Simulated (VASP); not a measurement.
Runs of VASP 6.6.1 on HfO2. It takes space group P2_1/c (No. 14, monoclinic). Conventional cell: a = 5.076 Å, b = 5.154 Å, c = 5.245 Å, α = 90.00°, β = 99.64°, γ = 90.00°. Hf (site symmetry 1) has 7 O at 2.03 to 2.22 Å as nearest neighbours. O (site symmetry 1) is surrounded by 4 Hf at 2.13 to 2.22 Å. Around O (site symmetry 1) lie 3 Hf at 2.03 to 2.12 Å. The cell is a database's computed one.

| level | potentials or basis | k mesh | cutoff (eV) | smearing | gap on the mesh (eV) | pressure (GPa) | largest force (eV/Å) |
| --- | --- | --- | --- | --- | --- | --- | --- |
| PBEsol | VASP PAW PBE potentials, release 64 (Hf_pv, O_h) | 4 × 4 × 4 | 900 | gaussian 0.02 eV | 3.97 | -0.4 | 0.01 |
| r2SCAN | VASP PAW PBE potentials, release 64 (Hf_pv, O) | 4 × 4 × 4 | 520 | gaussian 0.02 eV | (b) | 2.0 | 0.12 |
| PBEsol | VASP PAW PBE potentials, release 64 (Hf_pv, O) | 4 × 4 × 4 | 700 | gaussian 0.02 eV | 3.96 | (a) | 0.01 |
| PBEsol | VASP PAW PBE potentials, release 64 (Hf_pv, O) | 4 × 4 × 4 | 520 | gaussian 0.5 eV | 3.96 | 0.2 | 0.01 |
| PBEsol | VASP PAW PBE potentials, release 64 (Hf_pv, O) | 6 × 6 × 6 | 520 | gaussian 0.02 eV | 3.96 | 0.2 | 0.01 |

Alike in all rows: task single point; no spin polarisation; cell as given.

Estimate the missing entries.

(a) 0.0; (b) 4.57.

Caveats: the PAW data sets were made with another functional, which shifts forces and pressure a little; spin-orbit coupling is left out, which moves the levels of the heavy elements; the cutoff is under 1.25 times the usual one of these potentials, so pressure, stress and relaxed cells hold a basis-set (Pulay) error (some runs).

A k mesh can miss the band edges, and the runs leave out spin-orbit coupling on Hf.

Not every run made on this cell is shown here.
